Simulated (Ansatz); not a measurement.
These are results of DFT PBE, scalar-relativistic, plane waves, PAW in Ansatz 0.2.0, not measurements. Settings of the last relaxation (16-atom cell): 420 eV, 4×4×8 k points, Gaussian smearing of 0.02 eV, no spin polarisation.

Formation energies are uncorrected and count from the elements' standard states at the same level.

**Question.** Suggest a trial structure for a tetragonal semiconductor that holds Be and 1 more element, with a gap near 1.9 eV, a formation energy near −0.14 eV/atom and a density near 3.3 g/cm³, in a cell of 16 atoms. Its symmetry should be P4_2/mbc (No. 135).

**Answer.** BeTe, space group P4_2/mbc (No. 135). Be is surrounded by 3 Te at 2.36–2.39 Å; Te is surrounded by 3 Be at 2.36–2.39 Å.

```
Be Te
1.0
    11.88374    0.00000    0.00000
     0.00000   11.88374    0.00000
     0.00000    0.00000    3.93477
Be Te
8 8
Direct
  0.57928 0.63647 0.00000
  0.86353 0.92072 0.50000
  0.42072 0.36353 0.00000
  0.13647 0.07928 0.50000
  0.63647 0.42072 0.50000
  0.92072 0.13647 0.00000
  0.36353 0.57928 0.50000
  0.07928 0.86353 0.00000
  0.00324 0.77920 0.50000
  0.27920 0.50324 0.00000
  0.99676 0.22080 0.50000
  0.72080 0.49676 0.00000
  0.22080 0.00324 0.00000
  0.49676 0.27920 0.50000
  0.77920 0.99676 0.00000
  0.50324 0.72080 0.50000
```

- Volume per atom: 34.7 Å³
- Density: 3.3 g/cm³
- Energy over the elements: −0.144 eV/atom
- Gap on the 4×4×8 mesh of the 16-atom cell: 1.94 eV

It was reached by relaxing an invented guess, and it needn't be the stable form of this composition. Other answers may fit too; this one was computed.

Weakly bound directions are ill-defined at this level, which has no dispersion term. Spin–orbit coupling, which can matter for Te, is left out. Kohn–Sham gaps at this level usually fall short of measured ones. The missing spin–orbit coupling can work the other way here. The reference form of Te is held partly by dispersion forces, which this level lacks. A structure relaxed within its symmetry needn't be a true minimum.
